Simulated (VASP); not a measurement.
# Zr (Im-3m) in VASP: notebook

One crystal, Zr, is run at these levels: PBEsol, r2SCAN; tasks: single point.

Program: VASP 6.6.1. These are calculated values, not measurements. Logs are shortened: lines on timing, memory, paths and dates and some standing lists are left out, and cuts for length are marked.

**1. The crystal as given**

It takes space group Im-3m (No. 229, cubic). Conventional cell: a = 3.523 Å, b = 3.523 Å, c = 3.523 Å, α = 90.00°, β = 90.00°, γ = 90.00°. Around Zr (site symmetry m-3m) lie 8 Zr at 3.05 Å.

This isn't the form of Zr at room conditions, which is hcp.

**2. Single point, PBEsol**

INCAR reads:

```
PREC = Accurate ; ENCUT = 700
EDIFF = 1E-6 ; ISMEAR = 0
SIGMA = 0.1 ; LREAL = F
LASPH = T ; NELM = 60
ALGO = Normal ; ISIF = 2
LWAVE = F ; LCHARG = F
GGA = PS
```

KPOINTS reads:

```
Automatic mesh
0
Gamma
  16 16 16
```

POSCAR reads:

```
Zr
1.0
   -1.7613000000      1.7613000000      1.7613000000
    1.7613000000     -1.7613000000      1.7613000000
    1.7613000000      1.7613000000     -1.7613000000
Zr
1
Direct
    0.0000000000      0.0000000000      0.0000000000
```

Potentials or basis: VASP PAW PBE potentials, release 64 (Zr_sv).

Run with:

```bash
> cat potpaw_PBE.64/Zr_sv/POTCAR > POTCAR
> mpirun -np 1 vasp_std > vasp.out
```

OUTCAR:

```text
PREC = Accurate
   ENCUT = 700
   EDIFF = 1E-6
   ISMEAR = 0
   LREAL = F
   LASPH = T
   NELM = 60
   ISIF = 2
   GGA = PS

 ion  position               nearest neighbor table
   1  0.000  0.000  0.000-

  LATTYP: Found a body centered cubic cell.
 ALAT       =     3.5226000000

  Lattice vectors:

 A1 = (  -1.7613000000,   1.7613000000,   1.7613000000)
 A2 = (   1.7613000000,  -1.7613000000,   1.7613000000)
 A3 = (   1.7613000000,   1.7613000000,  -1.7613000000)

Analysis of symmetry for initial positions (statically):
=====================================================================
 Subroutine PRICEL returns:
 Original cell was already a primitive cell.

 Routine SETGRP: Setting up the symmetry group for a
 body centered cubic supercell.

 Subroutine GETGRP returns: Found 48 space group operations
 (whereof 48 operations were pure point group operations)
 out of a pool of 48 trial point group operations.

The static configuration has the point symmetry O_h .

Analysis of symmetry for dynamics (positions and initial velocities):
=====================================================================
 Subroutine PRICEL returns:
 Original cell was already a primitive cell.

 Routine SETGRP: Setting up the symmetry group for a
 body centered cubic supercell.

 Subroutine GETGRP returns: Found 48 space group operations
 (whereof 48 operations were pure point group operations)
 out of a pool of 48 trial point group operations.

The dynamic configuration has the point symmetry O_h .

 Subroutine INISYM returns: Found 48 space group operations
 (whereof 48 operations are pure point group operations),
 and found     1 'primitive' translations

----------------------------------------------------------------------------------------

                                     Primitive cell

  volume of cell :      21.8555

  direct lattice vectors                    reciprocal lattice vectors
    -1.761300000  1.761300000  1.761300000     0.000000000  0.283881224  0.283881224
     1.761300000 -1.761300000  1.761300000     0.283881224  0.000000000  0.283881224
     1.761300000  1.761300000 -1.761300000     0.283881224  0.283881224  0.000000000

  length of vectors
     3.050661087  3.050661087  3.050661087     0.401468677  0.401468677  0.401468677

  position of ions in fractional coordinates (direct lattice)
     0.000000000  0.000000000  0.000000000

  ion indices of the primitive-cell ions
   primitive index   ion index
                 1           1

----------------------------------------------------------------------------------------

 KPOINTS: Automatic mesh

Automatic generation of k-mesh.
 Grid dimensions read from file:
 generate k-points for:   16   16   16

 Generating k-lattice:

  Cartesian coordinates                     Fractional coordinates (reciprocal lattice)
     0.000000000  0.017742577  0.017742577     0.062500000  0.000000000  0.000000000
     0.017742577  0.000000000  0.017742577     0.000000000  0.062500000  0.000000000
     0.017742577  0.017742577  0.000000000     0.000000000  0.000000000  0.062500000

  Length of vectors
     0.025091792  0.025091792  0.025091792

  Shift w.r.t. Gamma in fractional coordinates (k-lattice)
     0.000000000  0.000000000  0.000000000

 Subroutine IBZKPT returns following result:
 ===========================================

 Found    145 irreducible k-points:

 Following reciprocal coordinates:
            Coordinates               Weight
  0.000000  0.000000  0.000000      1.000000
  0.062500  0.000000  0.000000     12.000000
  0.125000  0.000000  0.000000     12.000000
  0.187500  0.000000  0.000000     12.000000
  0.250000  0.000000  0.000000     12.000000
  0.312500  0.000000  0.000000     12.000000
[... 16 lines left out ...]
  0.187500  0.187500  0.000000     24.000000
  0.250000  0.187500  0.000000     48.000000
 [... further k-points ...]
   k-points           NKPTS =    145   k-points in BZ     NKDIM =    145   number of bands    NBANDS=     10
   number of dos      NEDOS =    301   number of ions     NIONS =      1
   total plane-waves  NPLWV =  21952
   dimension x,y,z NGX =    28 NGY =   28 NGZ =   28
   dimension x,y,z NGXF=    56 NGYF=   56 NGZF=   56
   ions per type =               1
   NGX,Y,Z   is equivalent  to a cutoff of  15.26, 15.26, 15.26 a.u.
   NGXF,Y,Z  is equivalent  to a cutoff of  30.52, 30.52, 30.52 a.u.
 SYSTEM =  unknown system
   PREC   = accura    normal or accurate (medium, high low for compatibility)
   ISTART =      0    job   : 0-new  1-cont  2-samecut
   ICHARG =      2    charge: 1-file 2-atom 10-const
   ISPIN  =      1    spin polarized calculation?
   LNONCOLLINEAR =      F non collinear calculations
   LSORBIT =      F    spin-orbit coupling
   LASPH  =      T    aspherical Exc in radial PAW
   ENCUT  =  700.0 eV  51.45 Ry    7.17 a.u.   6.58  6.58  6.58*2*pi/ulx,y,z
   NELM   =     60;   NELMIN=  2; NELMDL= -5     # of ELM steps
   EDIFF  = 0.1E-05   stopping-criterion for ELM
   LREAL  =      F    real-space projection
   EDIFFG = 0.1E-04   stopping-criterion for IOM
   NSW    =      0    number of steps for IOM
   IBRION =     -1    ionic relax: 0-MD 1-quasi-New 2-CG
   NFREE  =      0    steps in history (QN), initial steepest desc. (CG)
   ISIF   =      2    stress and relaxation
   ISYM   =      2    0-nonsym 1-usesym 2-fastsym
   POTIM  = 0.5000    time-step for ionic-motion
   TEBEG  =    0.0;   TEEND  =   0.0 temperature during run
   PSTRESS=    0.0 pullay stress
   NELECT =      12.0000    total number of electrons
   NUPDOWN=      -1.0000    fix difference up-down
   EMIN   =  10.00;   EMAX   =-10.00  energy-range for DOS
   EFERMI =   0.00;   METHOD = LEGACY
   ISMEAR =     0;   SIGMA  =   0.10  broadening in eV -4-tet -1-fermi 0-gaus
   EFERMI_NEDOS =   21; number of points for ismear=-14 and -15
   IALGO  =     38    algorithm
   IMIX   =      4    mixing-type and parameters
     AMIX     =   0.40;   BMIX     =  1.00
     AMIX_MAG =   1.60;   BMIX_MAG =  1.00
  volume/ion in A,a.u.               =      21.86       147.49
  Fermi-wavevector in a.u.,A,eV,Ry     =   1.340547  2.533266 24.450556  1.797065
  Thomas-Fermi vector in A             =   2.468851
   LORBIT       =      0    0 simple, 1 ext, 2 COOP (PROOUT), +10 PAW based schemes
   GGA     = PS    functional components
   LHFCALC =     F    Hartree Fock is set to
   AEXX    =    0.0000 exact exchange contribution
   IVDW    =     0    specifies the selected vdW correction
   LEPSILON=     F    determine dielectric tensor
   LRPA    =     F    only Hartree local field effects (RPA)
 non-spin polarized calculation
 Gauss-broadening in eV      SIGMA  =   0.10
  energy-cutoff  :      700.00
  volume of cell :       21.86
 maximum number of plane-waves:       947
   NGX = 13   NGY = 13   NGZ = 13

 number of electron      12.0000000 magnetization

 Free energy of the ion-electron system (eV)
  ---------------------------------------------------
  ext. energy  EPLUGINS =         0.00000000
  ---------------------------------------------------
  free energy    TOTEN  =        -9.01921498 eV

  energy without entropy =       -9.01018922  energy(sigma->0) =       -9.01470210

 E-fermi :   9.2789     XC(G=0): -11.4893

 val. band max:        9.2728647650   @ k =   0.1250   0.1250   0.0625
 cond. band min:       9.2867554554   @ k =   0.1875   0.1875   0.0000
 fundamental gap:      0.0138906904
 Fermi energy:         9.2788526353

 k-point     1 :       0.0000    0.0000    0.0000
  band No.  band energies     occupation
      1     -38.9788      2.00000
      2     -16.4114      2.00000
      3     -16.4114      2.00000
      4     -16.4114      2.00000
      5       3.8109      2.00000
      6      10.4376      0.00000
      7      10.4376      0.00000
      8      10.4376      0.00000
      9      13.0990      0.00000
     10      13.0990      0.00000

 k-point     2 :       0.0625    0.0000    0.0000
  band No.  band energies     occupation
      1     -38.9714      2.00000
      2     -16.4605      2.00000
      3     -16.4262      2.00000
      4     -16.4118      2.00000
      5       3.9549      2.00000
      6      10.3393      0.00000
      7      10.4061      0.00000
      8      10.5776      0.00000
      9      12.9408      0.00000
     10      13.0965      0.00000

 k-point     3 :       0.1250    0.0000    0.0000
  band No.  band energies     occupation
      1     -38.9503      2.00000
      2     -16.5985      2.00000
      3     -16.4679      2.00000
      4     -16.4131      2.00000
      5       4.3650      2.00000
      6      10.0754      0.00000
      7      10.2704      0.00000
      8      10.9918      0.00000
      9      12.6471      0.00000
     10      13.1003      0.00000

 k-point     4 :       0.1875    0.0000    0.0000
  band No.  band energies     occupation
      1     -38.9185      2.00000
      2     -16.7999      2.00000
      3     -16.5296      2.00000
      4     -16.4149      2.00000
      5       4.9715      2.00000
      6       9.7169      0.00000
      7       9.9918      0.00000
      8      11.6621      0.00000
      9      12.5172      0.00000
     10      13.1374      0.00000
[... 222 lines left out ...]
 k-point    22 :       0.4375    0.1250    0.0000
  band No.  band energies     occupation
      1     -38.7735      2.00000
      2     -17.5432      2.00000
      3     -16.8464      2.00000
      4     -16.4853      2.00000
      5       6.7164      2.00000
      6       8.5738      2.00000
      7      10.4837      0.00000
      8      12.9435      0.00000
      9      14.0900      0.00000
     10      16.6883      0.00000

 k-point    23 :       0.1875    0.1875    0.0000
  band No.  band energies     occupation
      1     -38.8339      2.00000
      2     -17.2272      2.00000
      3     -16.6964      2.00000
      4     -16.4987      2.00000
      5       6.6030      2.00000
      6       8.9291      2.00000
      7       9.2868      0.91101
      8      12.3404      0.00000
      9      13.7540      0.00000
     10      14.1832      0.00000

 k-point    24 :       0.2500    0.1875    0.0000
  band No.  band energies     occupation
      1     -38.8038      2.00000
      2     -17.3455      2.00000
      3     -16.7955      2.00000
      4     -16.5146      2.00000
      5       7.0464      2.00000
      6       8.7122      2.00000
      7       9.3309      0.46206
      8      12.5550      0.00000
      9      13.8485      0.00000
     10      15.3556      0.00000

 [... further k-points ...]

------------------------ aborting loop because EDIFF is reached ----------------------------------------

  FORCE on cell =-STRESS in cart. coord.  units (eV):
  Direction    XX          YY          ZZ          XY          YZ          ZX
  --------------------------------------------------------------------------------------
  -------------------------------------------------------------------------------------
  Total        0.0034026      0.0034026      0.0034026      0.0000000      0.0000000     -0.0000000
  in kB        0.2494338      0.2494338      0.2494338      0.0000000      0.0000000     -0.0000000
  external PRESSURE =       0.2494338 kB  Pullay stress =       0.0000000 kB

 VOLUME and BASIS-vectors are now :
 -----------------------------------------------------------------------------
  energy-cutoff  :      700.00
  volume of cell :       21.86
      direct lattice vectors                 reciprocal lattice vectors
    -1.761300000  1.761300000  1.761300000     0.000000000  0.283881224  0.283881224
     1.761300000 -1.761300000  1.761300000     0.283881224  0.000000000  0.283881224
     1.761300000  1.761300000 -1.761300000     0.283881224  0.283881224  0.000000000

 POSITION                                       TOTAL-FORCE (eV/Angst)
 -----------------------------------------------------------------------------------
      0.00000      0.00000      0.00000         0.000000      0.000000     -0.000000
 -----------------------------------------------------------------------------------
    total drift:                                0.000000     -0.000000     -0.000000

  FREE ENERGIE OF THE ION-ELECTRON SYSTEM (eV)
  ---------------------------------------------------
  free  energy   TOTEN  =        -9.0192149832 eV

  energy  without entropy=       -9.0101892185  energy(sigma->0) =       -9.01470210
```

Wall time 18 s (1 thread of Intel Xeon 6975P-C (Granite Rapids), shared host); peak memory 0.19 GiB.

What came out:

```yaml
Free_energy: -9.0192 eV
Pressure: 0.0 GPa
Band_gap_on_the_k_mesh: none (metal or under the smearing width)
```

Caveat: the PAW data sets were made with another functional, which shifts forces and pressure a little.

**3. Single point, PBEsol**

Edit INCAR of step 2 so:

```diff
@@ -1,2 +1,2 @@
-PREC = Accurate ; ENCUT = 700
+PREC = Accurate ; ENCUT = 520
 EDIFF = 1E-6 ; ISMEAR = 0
```

KPOINTS reads:

```
Automatic mesh
0
Gamma
  26 26 26
```

POSCAR is that of step 2.

Potentials or basis: VASP PAW PBE potentials, release 64 (Zr_sv).

Run with:

```bash
> cat potpaw_PBE.64/Zr_sv/POTCAR > POTCAR
> mpirun -np 1 vasp_std > vasp.out
```

OUTCAR:

```text
PREC = Accurate
   ENCUT = 520
   EDIFF = 1E-6
   ISMEAR = 0
   LREAL = F
   LASPH = T
   NELM = 60
   ISIF = 2
   GGA = PS

 ion  position               nearest neighbor table
   1  0.000  0.000  0.000-

  LATTYP: Found a body centered cubic cell.
 ALAT       =     3.5226000000

  Lattice vectors:

 A1 = (  -1.7613000000,   1.7613000000,   1.7613000000)
 A2 = (   1.7613000000,  -1.7613000000,   1.7613000000)
[... 490 lines left out ...]
      8      13.0815      0.00000
      9      13.7207      0.00000
     10      15.2818      0.00000

 [... further k-points ...]

------------------------ aborting loop because EDIFF is reached ----------------------------------------

  FORCE on cell =-STRESS in cart. coord.  units (eV):
  Direction    XX          YY          ZZ          XY          YZ          ZX
  --------------------------------------------------------------------------------------
  -------------------------------------------------------------------------------------
  Total       -0.0236845     -0.0236845     -0.0236845      0.0000000      0.0000000      0.0000000
  in kB       -1.7362608     -1.7362608     -1.7362608      0.0000000      0.0000000      0.0000000
  external PRESSURE =      -1.7362608 kB  Pullay stress =       0.0000000 kB

 VOLUME and BASIS-vectors are now :
 -----------------------------------------------------------------------------
  energy-cutoff  :      520.00
  volume of cell :       21.86
      direct lattice vectors                 reciprocal lattice vectors
    -1.761300000  1.761300000  1.761300000     0.000000000  0.283881224  0.283881224
     1.761300000 -1.761300000  1.761300000     0.283881224  0.000000000  0.283881224
     1.761300000  1.761300000 -1.761300000     0.283881224  0.283881224  0.000000000

 POSITION                                       TOTAL-FORCE (eV/Angst)
 -----------------------------------------------------------------------------------
      0.00000      0.00000      0.00000        -0.000000      0.000000     -0.000000
 -----------------------------------------------------------------------------------
    total drift:                                0.000000      0.000000     -0.000000

  FREE ENERGIE OF THE ION-ELECTRON SYSTEM (eV)
  ---------------------------------------------------
  free  energy   TOTEN  =        -9.0194617408 eV

  energy  without entropy=       -9.0109620484  energy(sigma->0) =       -9.01521189
```

OSZICAR:

```text
N       E                     dE             d eps       ncg     rms          rms(c)
DAV:   1     0.872100167380E+02    0.87210E+02   -0.71792E+03 10268   0.121E+03
DAV:   2    -0.614851785788E+01   -0.93359E+02   -0.91578E+02 11164   0.304E+02
DAV:   3    -0.925819833447E+01   -0.31097E+01   -0.30501E+01 14148   0.486E+01
DAV:   4    -0.935897311667E+01   -0.10077E+00   -0.10050E+00 12210   0.839E+00
DAV:   5    -0.936258168897E+01   -0.36086E-02   -0.36082E-02 14366   0.113E+00    0.121E+01
DAV:   6    -0.907058719390E+01    0.29199E+00   -0.47989E-01 10794   0.675E+00    0.500E+00
DAV:   7    -0.901732893020E+01    0.53258E-01   -0.24022E-01 11462   0.451E+00    0.704E-01
DAV:   8    -0.901949888910E+01   -0.21700E-02   -0.11106E-02 12016   0.144E+00    0.804E-02
DAV:   9    -0.901946550366E+01    0.33385E-04   -0.30861E-04 11444   0.194E-01    0.177E-02
DAV:  10    -0.901946232728E+01    0.31764E-05   -0.15308E-05 12218   0.471E-02    0.523E-03
DAV:  11    -0.901946174077E+01    0.58651E-06   -0.85134E-07  7320   0.940E-03
   1 F= -.90194617E+01 E0= -.90152119E+01  d E =-.849969E-02
```

Run time: 26 s. Hardware: 1 thread of Intel Xeon 6975P-C (Granite Rapids), shared host; peak memory 0.23 GiB.

What came out:

| Quantity | Value |
| --- | --- |
| Free energy | -9.0195 eV |
| Pressure | -0.2 GPa |
| Band gap on the k mesh | none (metal or under the smearing width) |

Levels at points of the mesh, in eV from the Fermi level:
```tsv
k point	band 3	band 4	band 5	band 6	band 7	band 8	band 9	band 10
(0.00, 0.00, 0.00)	-25.70	-25.70	-5.47	1.15	1.15	1.15	3.81	3.81
(0.50, 0.00, 0.00)	-26.07	-25.71	-2.97	-0.78	1.89	3.83	4.56	6.84
(0.50, 0.50, 0.50)	-26.51	-26.51	-2.80	-2.80	6.09	6.09	6.09	7.88
```

Caveat: the PAW data sets were made with another functional, which shifts forces and pressure a little.

**4. Single point, PBEsol**

Edit INCAR of step 3 so:

```diff
@@ -2,3 +2,3 @@
 EDIFF = 1E-6 ; ISMEAR = 0
-SIGMA = 0.1 ; LREAL = F
+SIGMA = 0.5 ; LREAL = F
 LASPH = T ; NELM = 60
```

KPOINTS reads:

```
Automatic mesh
0
Gamma
  16 16 16
```

POSCAR is that of step 3.

Run with:

```bash
> cat potpaw_PBE.64/Zr_sv/POTCAR > POTCAR
> mpirun -np 1 vasp_std > vasp.out
```

Run time: 8 s. Hardware: 1 thread of Intel Xeon 6975P-C (Granite Rapids), shared host; peak memory 0.15 GiB.

It converged, with:

- Free energy: -9.1230 eV
- Pressure: 1.3 GPa
- Band gap on the k mesh: none (metal or under the smearing width)

Levels at points of the mesh, in eV from the Fermi level:
```csv
k point,band 2,band 3,band 4,band 5,band 6,band 7,band 8,band 9,band 10
"(0.00, 0.00, 0.00)",-25.68,-25.68,-25.68,-5.45,1.17,1.17,1.17,3.83,3.83
"(0.50, 0.00, 0.00)",-26.87,-26.05,-25.69,-2.95,-0.76,1.91,3.85,4.58,6.86
"(0.50, 0.50, 0.50)",-26.49,-26.49,-26.49,-2.78,-2.78,6.11,6.11,6.11,7.90
```

Caveat: the PAW data sets were made with another functional, which shifts forces and pressure a little.

[end of part 1 of 2]
